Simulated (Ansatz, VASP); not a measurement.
**Two plane-wave programs on Cu**

The input INCAR:

```
ALGO = Normal
EDIFF = 1E-7
ENCUT = 520
GGA = PS
ISIF = 2
ISMEAR = -1
LASPH = True
LCHARG = False
LREAL = False
LWAVE = False
NBANDS = 12
NELM = 80
PREC = Accurate
SIGMA = 0.05
```

File KPOINTS:

```
k-points
0
Gamma
  13 13 13
```

POSCAR

```
Cu
1.0
    0.0000000000      1.8429501765      1.8429501765
    1.8429501765      0.0000000000      1.8429501765
    1.8429501765      1.8429501765      0.0000000000
Cu
1
Direct
    0.0000000000      0.0000000000      0.0000000000
```

input.yaml

```yaml
crystal:
  lattice:
    - [0.0, 1.8429501765, 1.8429501765]
    - [1.8429501765, 0.0, 1.8429501765]
    - [1.8429501765, 1.8429501765, 0.0]
  atoms:
    - { symbol: Cu, position: [0.0, 0.0, 0.0] }
hamiltonian:
  xc: pbesol
  pseudopotentials: { kind: paw }
kpoints:
  mp_grid: { grid: [13, 13, 13] }
scf:
  occupations: { method: fermi_dirac, width: 0.05 }
output:
  forces: true
  stress: true
  eigenvalues: true
```

Change from the starting cell: volume scaled by 1.06.

Alike in both runs: task single point; functional PBEsol; k mesh 13 × 13 × 13; occupations fermi-dirac, width 0.05 eV; no spin polarisation.

```csv
,VASP,Ansatz
version,VASP 6.6.1,Ansatz 0.2.0
potentials or method,"VASP PAW PBE potentials, release 64 (Cu)",Ansatz PAW
plane-wave cutoff (eV),520,420
valence electrons in the cell,11,19
```

|  | VASP | Ansatz | Ansatz less VASP |
| --- | --- | --- | --- |
| gap on the k mesh at the Fermi level (eV) | none | none | - |
| pressure (GPa) | -12.7 | -13.3 | -0.67 |

A gap of «none» marks a metal or a gap that the smearing closes. The two sets of potentials don't hold the same shells in valence.

Caveats: the PAW data sets were made with another functional, which shifts forces and pressure a little (VASP); the PAW data sets come from PBE, with cores solved anew for the run's functional, which leaves a small shift of forces and pressure (Ansatz).
